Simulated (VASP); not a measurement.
# AlN (P6_3mc) in VASP: further runs

One crystal, AlN, is run at these levels: r2SCAN; tasks: relaxation of shape and atoms at fixed volume.

Everything below comes from runs of VASP 6.6.1. Logs are shortened: lines on timing, memory, paths and dates and some standing lists are left out, and cuts for length are marked.

**The experiment to reproduce.**

“Self-assembly of well-separated AlN nanowires directly on sputtered metallic TiN films”, 2019, arxiv:1910.07391 quotes, for a bulk crystal of AlN at 10 K: band gap 6.034 eV (an exciton energy, a little under the gap).

How close the calculation comes is told below.

### 1 Starting point

The structure is hexagonal, space group P6_3mc (No. 186). Conventional cell: a = 3.105 Å, b = 3.105 Å, c = 4.977 Å, α = 90.00°, β = 90.00°, γ = 120.00°. Al (site symmetry 3m) is surrounded by 4 N at 1.89 to 1.90 Å. Around N (site symmetry 3m) lie 4 Al at 1.89 to 1.90 Å.

### 2 Relaxation of shape and atoms at fixed volume, r2SCAN (a relaxed cell with its volume scaled by 0.94)

The input, INCAR:

```
SYSTEM = AlN
ALGO = Normal
EDIFF = 1E-7
EDIFFG = -0.01
ENCUT = 600
IBRION = 2
ISIF = 4
ISMEAR = 0
LASPH = .TRUE.
LCHARG = .FALSE.
LMIXTAU = .TRUE.
LREAL = .FALSE.
LWAVE = .FALSE.
METAGGA = R2SCAN
NELM = 80
NSW = 40
PREC = Accurate
SIGMA = 0.03
```

The input, KPOINTS:

```
k-points
0
G
  12 12 6
  0 0 0
```

The input, POSCAR:

```
AlN                                     
1.0
    3.0419175604      0.0000000000     -0.0000000000
   -1.5209587802      2.6343778836      0.0000000000
    0.0000000000      0.0000000000      4.8750175653
  Al              N             
     2     2
Direct
     0.3333333332999970    0.6666666667000030    0.9992188694120607
     0.6666666667000030    0.3333333332999970    0.4992188694120607
     0.3333333332999970    0.6666666667000030    0.3807811305879418
     0.6666666667000030    0.3333333332999970    0.8807811305879418
```

Potentials or basis: VASP PAW PBE potentials, release 64 (Al, N).

On the command line:

```bash
$ cat potpaw_PBE.64/Al/POTCAR potpaw_PBE.64/N/POTCAR > POTCAR
$ mpirun -np 1 vasp_std > vasp.out
```

OUTCAR:

```text
SYSTEM = AlN
   EDIFF = 1E-7
   EDIFFG = -0.01
   ENCUT = 600
   IBRION = 2
   ISIF = 4
   ISMEAR = 0
   LASPH = .TRUE.
   LREAL = .FALSE.
   METAGGA = R2SCAN
   NELM = 80
   NSW = 40
   PREC = Accurate

 ion  position               nearest neighbor table
   1  0.333  0.667  0.999-   4 1.85   4 1.85   4 1.85   3 1.86   2 3.00   2 3.00   2 3.00   2 3.00
                             2 3.00   2 3.00
   2  0.667  0.333  0.499-   3 1.85   3 1.85   3 1.85   4 1.86   1 3.00   1 3.00   1 3.00   1 3.00
                             1 3.00   1 3.00
   3  0.333  0.667  0.381-   2 1.85   2 1.85   2 1.85   1 1.86
   4  0.667  0.333  0.881-   1 1.85   1 1.85   1 1.85   2 1.86

  LATTYP: Found a hexagonal cell.
 ALAT       =     3.0419175604
 C/A-ratio  =     1.6026133084

  Lattice vectors:

 A1 = (   3.0419175604,   0.0000000000,   0.0000000000)
 A2 = (  -1.5209587802,   2.6343778836,   0.0000000000)
 A3 = (   0.0000000000,   0.0000000000,   4.8750175653)

Analysis of symmetry for initial positions (statically):
=====================================================================
 Subroutine PRICEL returns:
 Original cell was already a primitive cell.

 Routine SETGRP: Setting up the symmetry group for a
 hexagonal supercell.

 Subroutine GETGRP returns: Found 12 space group operations
 (whereof  6 operations were pure point group operations)
 out of a pool of 24 trial point group operations.

The static configuration has the point symmetry C_3v.
 The point group associated with its full space group is C_6v.

Analysis of symmetry for dynamics (positions and initial velocities):
=====================================================================
 Subroutine PRICEL returns:
 Original cell was already a primitive cell.

 Routine SETGRP: Setting up the symmetry group for a
 hexagonal supercell.

 Subroutine GETGRP returns: Found 12 space group operations
 (whereof  6 operations were pure point group operations)
 out of a pool of 24 trial point group operations.

The dynamic configuration has the point symmetry C_3v.
 The point group associated with its full space group is C_6v.

 Subroutine INISYM returns: Found 12 space group operations
 (whereof  6 operations are pure point group operations),
 and found     1 'primitive' translations

----------------------------------------------------------------------------------------

                                     Primitive cell

  volume of cell :      39.0662

  direct lattice vectors                    reciprocal lattice vectors
     3.041917560  0.000000000  0.000000000     0.328740007  0.189798132  0.000000000
    -1.520958780  2.634377884  0.000000000     0.000000000  0.379596263  0.000000000
     0.000000000  0.000000000  4.875017565     0.000000000  0.000000000  0.205127466

  length of vectors
     3.041917560  3.041917560  4.875017565     0.379596263  0.379596263  0.205127466

  position of ions in fractional coordinates (direct lattice)
     0.333333333  0.666666667  0.999218869
     0.666666667  0.333333333  0.499218869
     0.333333333  0.666666667  0.380781131
     0.666666667  0.333333333  0.880781131

  ion indices of the primitive-cell ions
   primitive index   ion index
                 1           1
                 2           2
                 3           3
                 4           4

----------------------------------------------------------------------------------------

 KPOINTS: k-points

Automatic generation of k-mesh.
 Grid dimensions read from file:
 generate k-points for:   12   12    6

 Generating k-lattice:

  Cartesian coordinates                     Fractional coordinates (reciprocal lattice)
     0.027395001  0.015816511  0.000000000     0.083333333 -0.000000000  0.000000000
     0.000000000  0.031633022  0.000000000     0.000000000  0.083333333  0.000000000
     0.000000000  0.000000000  0.034187911     0.000000000  0.000000000  0.166666667

  Length of vectors
     0.031633022  0.031633022  0.034187911

  Shift w.r.t. Gamma in fractional coordinates (k-lattice)
     0.000000000  0.000000000  0.000000000

 Subroutine IBZKPT returns following result:
 ===========================================

 Found     76 irreducible k-points:

 Following reciprocal coordinates:
            Coordinates               Weight
  0.000000  0.000000  0.000000      1.000000
  0.083333  0.000000  0.000000      6.000000
  0.166667 -0.000000  0.000000      6.000000
  0.250000  0.000000  0.000000      6.000000
  0.333333  0.000000  0.000000      6.000000
  0.416667  0.000000  0.000000      6.000000
[... 16 lines left out ...]
  0.250000  0.000000  0.166667     12.000000
  0.333333  0.000000  0.166667     12.000000
 [... further k-points ...]
   k-points           NKPTS =     76   k-points in BZ     NKDIM =     76   number of bands    NBANDS=     12
   number of dos      NEDOS =    301   number of ions     NIONS =      4
   total plane-waves  NPLWV =  23040
   dimension x,y,z NGX =    24 NGY =   24 NGZ =   40
   dimension x,y,z NGXF=    48 NGYF=   48 NGZF=   80
   ions per type =               2   2
   NGX,Y,Z   is equivalent  to a cutoff of  13.12, 13.12, 13.64 a.u.
   NGXF,Y,Z  is equivalent  to a cutoff of  26.23, 26.23, 27.28 a.u.
 SYSTEM =  AlN
   PREC   = accura    normal or accurate (medium, high low for compatibility)
   ISTART =      0    job   : 0-new  1-cont  2-samecut
   ICHARG =      2    charge: 1-file 2-atom 10-const
   ISPIN  =      1    spin polarized calculation?
   LNONCOLLINEAR =      F non collinear calculations
   LSORBIT =      F    spin-orbit coupling
   LASPH  =      T    aspherical Exc in radial PAW
   ENCUT  =  600.0 eV  44.10 Ry    6.64 a.u.   6.08  6.08  9.74*2*pi/ulx,y,z
   NELM   =     80;   NELMIN=  2; NELMDL= -5     # of ELM steps
   EDIFF  = 0.1E-06   stopping-criterion for ELM
   LREAL  =      F    real-space projection
   EDIFFG = -.1E-01   stopping-criterion for IOM
   NSW    =     40    number of steps for IOM
   IBRION =      2    ionic relax: 0-MD 1-quasi-New 2-CG
   NFREE  =      1    steps in history (QN), initial steepest desc. (CG)
   ISIF   =      4    stress and relaxation
   ISYM   =      2    0-nonsym 1-usesym 2-fastsym
   POTIM  = 0.5000    time-step for ionic-motion
   TEBEG  =    0.0;   TEEND  =   0.0 temperature during run
   PSTRESS=    0.0 pullay stress
   NELECT =      16.0000    total number of electrons
   NUPDOWN=      -1.0000    fix difference up-down
   EMIN   =  10.00;   EMAX   =-10.00  energy-range for DOS
   EFERMI =   0.00;   METHOD = LEGACY
   ISMEAR =     0;   SIGMA  =   0.03  broadening in eV -4-tet -1-fermi 0-gaus
   EFERMI_NEDOS =   21; number of points for ismear=-14 and -15
   IALGO  =     38    algorithm
   IMIX   =      4    mixing-type and parameters
     AMIX     =   0.40;   BMIX     =  1.00
     AMIX_MAG =   1.60;   BMIX_MAG =  1.00
  volume/ion in A,a.u.               =       9.77        65.91
  Fermi-wavevector in a.u.,A,eV,Ry     =   1.215759  2.297452 20.110372  1.478071
  Thomas-Fermi vector in A             =   2.351136
   LORBIT       =      0    0 simple, 1 ext, 2 COOP (PROOUT), +10 PAW based schemes
   METAGGA = R2SCAN    functional components
   LHFCALC =     F    Hartree Fock is set to
   AEXX    =    0.0000 exact exchange contribution
   IVDW    =     0    specifies the selected vdW correction
   LEPSILON=     F    determine dielectric tensor
   LRPA    =     F    only Hartree local field effects (RPA)
 conjugate gradient relaxation of ions
 non-spin polarized calculation
 Gauss-broadening in eV      SIGMA  =   0.03
  energy-cutoff  :      600.00
  volume of cell :       39.07
 maximum number of plane-waves:      1323
   NGX = 13   NGY = 13   NGZ = 19

--------------------------------------- Ionic step        1  -------------------------------------------

 number of electron      15.9999999 magnetization

 Free energy of the ion-electron system (eV)
  ---------------------------------------------------
  ext. energy  EPLUGINS =         0.00000000
  ---------------------------------------------------
  free energy    TOTEN  =       -38.34472894 eV

  energy without entropy =      -38.34472894  energy(sigma->0) =      -38.34472894

------------------------ aborting loop because EDIFF is reached ----------------------------------------

  FORCE on cell =-STRESS in cart. coord.  units (eV):
  Direction    XX          YY          ZZ          XY          YZ          ZX
  --------------------------------------------------------------------------------------
  -------------------------------------------------------------------------------------
  Total        3.6915264      3.6915264      3.4364500      0.0000000     -0.0000000      0.0000000
  in kB      151.3961616    151.3961616    140.9350172      0.0000000     -0.0000000      0.0000000
  external PRESSURE =     147.9091135 kB  Pullay stress =       0.0000000 kB
[... 137 lines left out ...]
  energy  without entropy=      -38.3452920775  energy(sigma->0) =      -38.34529208

--------------------------------------- Ionic step        5  -------------------------------------------

 number of electron      15.9999998 magnetization

 Free energy of the ion-electron system (eV)
  ---------------------------------------------------
  ext. energy  EPLUGINS =         0.00000000
  ---------------------------------------------------
  free energy    TOTEN  =       -38.34538127 eV

  energy without entropy =      -38.34538127  energy(sigma->0) =      -38.34538127

 E-fermi :   6.7153     XC(G=0): -11.7076

 val. band max:        6.5762730097   @ k =   0.0000   0.0000   0.0000
 cond. band min:      12.0595137808   @ k =   0.0000   0.0000   0.0000
 fundamental gap:      5.4832407711
 Fermi energy:         6.7153245404

 k-point     1 :       0.0000    0.0000    0.0000
  band No.  band energies     occupation
      1      -9.8377      2.00000
      2      -7.4944      2.00000
      3       0.1903      2.00000
      4       5.5940      2.00000
      5       5.5940      2.00000
      6       6.2813      2.00000
      7       6.2813      2.00000
      8       6.5763      2.00000
      9      12.0595      0.00000
     10      14.6261      0.00000
     11      18.7469      0.00000
     12      19.0108      0.00000
[... 331 lines left out ...]
 k-point    24 :       0.3333    0.0000    0.1667
  band No.  band energies     occupation
      1      -8.4065      2.00000
      2      -7.0644      2.00000
      3       1.3488      2.00000
      4       2.4061      2.00000
      5       3.0326      2.00000
      6       4.6265      2.00000
      7       5.7243      2.00000
      8       5.8372      2.00000
      9      13.4018      0.00000
     10      14.2045      0.00000
     11      16.4509      0.00000
     12      18.1925      0.00000

 [... further k-points ...]
[... 5 lines left out ...]
  --------------------------------------------------------------------------------------
  -------------------------------------------------------------------------------------
  Total        3.5962313      3.5962313      3.5664337      0.0000000      0.0000000      0.0000000
  in kB      147.4879361    147.4879361    146.2658860      0.0000000      0.0000000      0.0000000
  external PRESSURE =     147.0805861 kB  Pullay stress =       0.0000000 kB
[... 19 lines left out ...]
  FREE ENERGIE OF THE ION-ELECTRON SYSTEM (eV)
  ---------------------------------------------------
  free  energy   TOTEN  =       -38.3453812658 eV

  energy  without entropy=      -38.3453812658  energy(sigma->0) =      -38.34538127

 reached required accuracy - stopping structural energy minimisation
```

Run time: 7 min. Hardware: 1 thread of Intel Xeon Platinum 8375C at 2.90GHz (Ice Lake), shared host; peak memory 0.19 GiB.

Results:

- Free energy: -38.3454 eV
- Energy gained by relaxing: 0.2 meV/atom
- Ionic steps: 5
- Pressure after relaxing: 14.7 GPa
- Band gap on the k mesh: 5.48 eV, direct

The path:
```csv
step,energy change (eV),largest force (eV/Å),pressure (GPa)
1,0.0000,0.0323,14.79
2,-0.0005,0.0330,14.74
3,-0.0006,0.0337,14.72
4,-0.0006,0.0386,14.70
5,-0.0007,0.0013,14.71
```

Final structure:
```xyz
4
Lattice="3.0465 0.0000 0.0000 -1.5233 2.6384 0.0000 0.0000 0.0000 4.8603" Properties=species:S:1:pos:R:3 pbc="T T T"
Al    0.0000    1.7589    4.8531
Al    1.5233    0.8795    2.4229
N     0.0000    1.7589    1.8541
N     1.5233    0.8795    4.2842
```

Levels at points of the mesh, in eV from the valence-band top:
| k point | band 4 | band 5 | band 6 | band 7 | band 8 | band 9 | band 10 | band 11 | band 12 |
| --- | --- | --- | --- | --- | --- | --- | --- | --- | --- |
| (0.00, 0.00, 0.00) | -0.98 | -0.98 | -0.29 | -0.29 | 0.00 | 5.48 | 8.05 | 12.17 | 12.43 |
| (0.50, 0.00, 0.00) | -4.40 | -3.57 | -2.29 | -1.89 | -0.77 | 6.60 | 6.75 | 9.59 | 11.71 |
| (0.00, 0.00, 0.50) | -3.50 | -0.65 | -0.65 | -0.65 | -0.65 | 7.80 | 7.80 | 11.86 | 11.86 |
| (0.50, 0.00, 0.50) | -5.96 | -1.61 | -1.61 | -1.47 | -1.47 | 6.21 | 6.21 | 10.52 | 10.52 |

Caveat: the PAW data sets were made with another functional, which shifts forces and pressure a little.

### 3 Relaxation of shape and atoms at fixed volume, r2SCAN (a relaxed cell with its volume scaled by 0.96)

INCAR is that of step 2.

KPOINTS is that of step 2.

Changes to POSCAR since step 2:

```diff
@@ -2,5 +2,5 @@
 1.0
-    3.0419175604      0.0000000000     -0.0000000000
-   -1.5209587802      2.6343778836      0.0000000000
-    0.0000000000      0.0000000000      4.8750175653
+    3.0633402209      0.0000000000     -0.0000000000
+   -1.5316701104      2.6529304517      0.0000000000
+    0.0000000000      0.0000000000      4.9093498061
   Al              N
```

Potentials or basis: VASP PAW PBE potentials, release 64 (Al, N).

On the command line:

```bash
$ cat potpaw_PBE.64/Al/POTCAR potpaw_PBE.64/N/POTCAR > POTCAR
$ mpirun -np 1 vasp_std > vasp.out
```

OUTCAR:

```text
SYSTEM = AlN
   EDIFF = 1E-7
   EDIFFG = -0.01
   ENCUT = 600
   IBRION = 2
   ISIF = 4
   ISMEAR = 0
   LASPH = .TRUE.
   LREAL = .FALSE.
   METAGGA = R2SCAN
   NELM = 80
   NSW = 40
   PREC = Accurate

 ion  position               nearest neighbor table
   1  0.333  0.667  0.999-   4 1.86   4 1.86   4 1.86   3 1.87   2 3.03   2 3.03   2 3.03   2 3.03
                             2 3.03   2 3.03
   2  0.667  0.333  0.499-   3 1.86   3 1.86   3 1.86   4 1.87   1 3.03   1 3.03   1 3.03   1 3.03
                             1 3.03   1 3.03
   3  0.333  0.667  0.381-   2 1.86   2 1.86   2 1.86   1 1.87
   4  0.667  0.333  0.881-   1 1.86   1 1.86   1 1.86   2 1.87

  LATTYP: Found a hexagonal cell.
 ALAT       =     3.0633402209
 C/A-ratio  =     1.6026133084

  Lattice vectors:

 A1 = (   3.0633402209,   0.0000000000,   0.0000000000)
 A2 = (  -1.5316701104,   2.6529304517,   0.0000000000)
 A3 = (   0.0000000000,   0.0000000000,   4.9093498061)
[... 389 lines left out ...]
 Fermi energy:         6.4798914549

 k-point     1 :       0.0000    0.0000    0.0000
  band No.  band energies     occupation
      1      -9.9144      2.00000
      2      -7.6467      2.00000
      3       0.0743      2.00000
      4       5.4037      2.00000
      5       5.4037      2.00000
      6       6.0822      2.00000
      7       6.0822      2.00000
      8       6.3523      2.00000
      9      11.6461      0.00000
     10      14.2306      0.00000
     11      18.3356      0.00000
     12      18.6574      0.00000
[... 331 lines left out ...]
 k-point    24 :       0.3333    0.0000    0.1667
  band No.  band energies     occupation
      1      -8.5201      2.00000
      2      -7.2246      2.00000
      3       1.2146      2.00000
      4       2.2448      2.00000
      5       2.8651      2.00000
      6       4.4497      2.00000
      7       5.5173      2.00000
      8       5.6363      2.00000
      9      13.0960      0.00000
     10      13.9058      0.00000
     11      16.0548      0.00000
     12      17.8092      0.00000

 [... further k-points ...]
[... 5 lines left out ...]
  --------------------------------------------------------------------------------------
  -------------------------------------------------------------------------------------
  Total        2.3164688      2.3164688      2.3150186      0.0000000      0.0000000      0.0000000
  in kB       93.0233456     93.0233456     92.9651122      0.0000000      0.0000000      0.0000000
  external PRESSURE =      93.0039345 kB  Pullay stress =       0.0000000 kB
[... 19 lines left out ...]
  FREE ENERGIE OF THE ION-ELECTRON SYSTEM (eV)
  ---------------------------------------------------
  free  energy   TOTEN  =       -38.4081331762 eV

  energy  without entropy=      -38.4081331762  energy(sigma->0) =      -38.40813318

 reached required accuracy - stopping structural energy minimisation
```

CONTCAR:

```text
AlN
   1.00000000000000
     3.0664756339300658    0.0000000000037368   -0.0000000000000000
    -1.5332378169117458    2.6556457990290854   -0.0000000000000000
     0.0000000000000000    0.0000000000000000    4.8993155050113364
  Al              N
     2     2
Direct
     0.3333333332999970    0.6666666667000030    0.9987522979678443
     0.6666666667000030    0.3333333332999970    0.4987522979678444
     0.3333333332999970    0.6666666667000030    0.3812477020321582
     0.6666666667000030    0.3333333332999970    0.8812477020321583

  0.00000000E+00  0.00000000E+00  0.00000000E+00
  0.00000000E+00  0.00000000E+00  0.00000000E+00
  0.00000000E+00  0.00000000E+00  0.00000000E+00
  0.00000000E+00  0.00000000E+00  0.00000000E+00
```

It took 7.7 min on 1 thread of Intel Xeon Platinum 8375C at 2.90GHz (Ice Lake), shared host; peak memory 0.19 GiB.

What came out:

```yaml
Free_energy: -38.4081 eV
Energy_gained_by_relaxing: 0.1 meV/atom
Ionic_steps: 6
Pressure_after_relaxing: 9.3 GPa
Band_gap_on_the_k_mesh: 5.29 eV, direct
```

The path:
```tsv
step	energy change (eV)	largest force (eV/Å)	pressure (GPa)
1	0.0000	0.0224	9.35
2	-0.0002	0.0192	9.32
3	-0.0003	0.0177	9.31
4	-0.0003	0.0174	9.30
5	-0.0002	0.0226	9.30
6	-0.0003	0.0003	9.30
```

Final structure:
```
Al N
1.0
     3.06648    0.00000    0.00000
    -1.53324    2.65565    0.00000
     0.00000    0.00000    4.89932
Al N
2 2
Cartesian
  0.0000 1.7704 4.8932
  1.5332 0.8852 2.4435
  0.0000 1.7704 1.8679
  1.5332 0.8852 4.3175
```

Levels at points of the mesh, in eV from the valence-band top:
```
           k point  band 5  band 6  band 7  band 8  band 9  band 10  band 11  band 12
(0.00, 0.00, 0.00)   -0.95   -0.27   -0.27    0.00    5.29     7.88    11.98    12.31
(0.50, 0.00, 0.00)   -3.51   -2.24   -1.85   -0.75    6.55     6.69     9.41    11.56
(0.00, 0.00, 0.50)   -0.62   -0.62   -0.62   -0.62    7.62     7.62    11.67    11.67
(0.50, 0.00, 0.50)   -1.57   -1.57   -1.44   -1.44    6.14     6.14    10.40    10.40
```

Caveat: the PAW data sets were made with another functional, which shifts forces and pressure a little. A k mesh can miss the band edges.

(Part 1 of 2 ends here.)
